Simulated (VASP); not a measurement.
Results of a VASP single-point calculation on PbSe (strained rocksalt)

POSCAR

```
Pb Se
 1.0000000000000000
    -0.0308870222000000    3.0887022205000001    3.0887022205000001
     3.0887022205000001   -0.0308870222000000    3.0887022205000001
     3.0578151983000001    3.0578151983000001    0.0000000000000000
 Pb  Se
   1   1
Cartesian
  0.0000000000000000  0.0000000000000000  0.0000000000000000
  3.0578151983000001  3.0578151983000001  3.0887022204999997
```

The gap between bands v and c is 0.29 eV and the least direct gap is 0.37 eV.

Band v is the last that the valence electrons fill when counted band by band, and c is the next. Levels in eV from the top of v:

```
point    v−1      v     c   c+1
    Γ  -1.78  -1.70  4.62  4.63
    X  -3.08  -3.08  3.79  5.45
    K  -2.67  -2.30  3.30  3.93
    L  -1.39  -0.08  0.29  1.66
    W  -4.05  -0.76  1.89  4.91
```

**Question.** Which of these levels of theory gave these results?
A. PBEsol
B. PBE
C. PBE0
D. PBE with spin–orbit coupling
E. r²SCAN
F. HSE06
G. LDA

**Answer.** B.

The INCAR was:

```
ENCUT = 520
LCHARG = .FALSE.
IBRION = -1
ISMEAR = -1
EDIFF = 1E-7
LASPH = .TRUE.
LWAVE = .FALSE.
ISIF = 2
NSW = 0
NELM = 120
LREAL = .FALSE.
GGA = PE
NBANDS = 17
SIGMA = 0.02
PREC = Accurate
```
